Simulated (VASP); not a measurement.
Wanted: the native input for a VASP 6.6.1 run.

- Task: single point
- Functional: PBE
- Potentials or basis: VASP PAW PBE potentials, release 64 (Mn_pv, O)
- Cutoff: 520 eV
- k mesh: 7 × 7 × 4
- Occupations: gaussian, width 0.05 eV
- Spin: collinear spin, ferrimagnetic start
- Starting moments: [4.0, -2.0, 0.0, 0.0] μB
- Hubbard terms: Mn d U = 6 eV
- Supercell matrix: [1, 0, 0, 0, 1, 0, 0, 0, 2]
- Further INCAR settings: ALGO = Normal; EDIFF = 1e-07; NBANDS = 31

The structure of MnO lies in POSCAR:

```
MnO
1.0
    2.9694859100      0.0000000000      0.0000000000
   -1.4847429600      2.5716502300      0.0000000000
    0.0000000000      0.0000000000      5.7961422600
Mn O
2 2
Direct
    0.0000000000      0.0000000000      0.0000000000
    0.0000000000      0.0000000000      0.5000000000
    0.6666666667      0.3333333333      0.2500000000
    0.6666666667      0.3333333333      0.7500000000
```

Measurements of this composition are mostly on another form, of space group No. 225.

One way to write it, as run:

INCAR

```
  PREC = Accurate
  ENCUT = 520
  EDIFF = 1E-7
  ISMEAR = 0
  SIGMA = 0.05
  LREAL = False
  LASPH = True
  NELM = 120
  ALGO = Normal
  ISIF = 2
  LWAVE = False
  LCHARG = False
  ISPIN = 2
  MAGMOM = 4 -2 0 0
  LORBIT = 11
  LMAXMIX = 4
  LDAU = True
  LDAUTYPE = 2
  LDAUL = 2 -1
  LDAUU = 6 0
  LDAUJ = 0 0
  LDAUPRINT = 1
  GGA = PE
  NBANDS = 31
```

KPOINTS

```
regular mesh
0
Gamma
  7 7 4
```

Potentials or basis: VASP PAW PBE potentials, release 64 (Mn_pv, O).

Launch:

```sh
$ cat potpaw_PBE.64/Mn_pv/POTCAR potpaw_PBE.64/O/POTCAR > POTCAR
$ mpirun -np 1 vasp_std > vasp.out
```

Results of the run:

- Pressure: 5.6 GPa
- Band gap on the k mesh: 1.82 eV
- Net moment: 0.00 μB per cell
- Site moments: Mn +4.61, -4.61; O +0.00 μB
- Valence electrons inside the program's atomic spheres: Mn 11.35; O 5.00

Caveat: an odd mesh through Γ misses points on the zone boundary, where band edges often lie.

Run time: 42 s on 1 thread of Intel(R) Xeon(R) Platinum 8488C (Sapphire Rapids), on a shared host, peak memory 0.2 GiB.
